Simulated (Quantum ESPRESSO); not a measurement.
Crystal: MgB2.

```
Mg B
1.0
     3.08500    0.00000    0.00000
    -1.54250    2.67169    0.00000
     0.00000    0.00000    3.52300
Mg B
1 2
Direct
  0.00000 0.00000 0.00000
  0.66667 0.33333 0.50000
  0.33333 0.66667 0.50000
```

```yaml
Program: Quantum ESPRESSO 7.5
Task: single point
Functional: PBEsol
Potentials_or_basis: GBRV 1.5 PBEsol
Cutoff: 612 eV
Density_cutoff: 4898 eV
k_mesh: 10 × 10 × 8
Occupations: fermi-dirac, width 0.05 eV
Spin: no spin polarisation
```

On this cell: pressure -3.0 GPa; largest force under 0.003 eV/Å; band gap on the k mesh none (metal or under the smearing width).

The same run follows on a disturbed copy (atoms moved at random, drawn with an rms of 0.05 Å):

```
Mg B
1.0
     3.08500    0.00000    0.00000
    -1.54250    2.67169    0.00000
     0.00000    0.00000    3.52300
Mg B
1 2
Direct
  0.01959 0.99359 0.99020
  0.66441 0.32161 0.49171
  0.33637 0.66639 0.50926
```

**Question.** What changes?

**Answer.** The energy (extrapolated to zero smearing) moves by +10.8 meV/atom; pressure -2.7 GPa; largest force 0.735 eV/Å; band gap on the k mesh none (metal or under the smearing width).

Forces in eV/Å, atoms in the order of the input:
```
Mg  -0.283  0.006  0.235
B    0.135  0.150  0.467
B    0.148 -0.156 -0.703
```

Stress tensor (GPa, compression positive):
```
-3.22 -0.01 -0.30
-0.01 -2.23  0.10
-0.30  0.10 -2.65
```
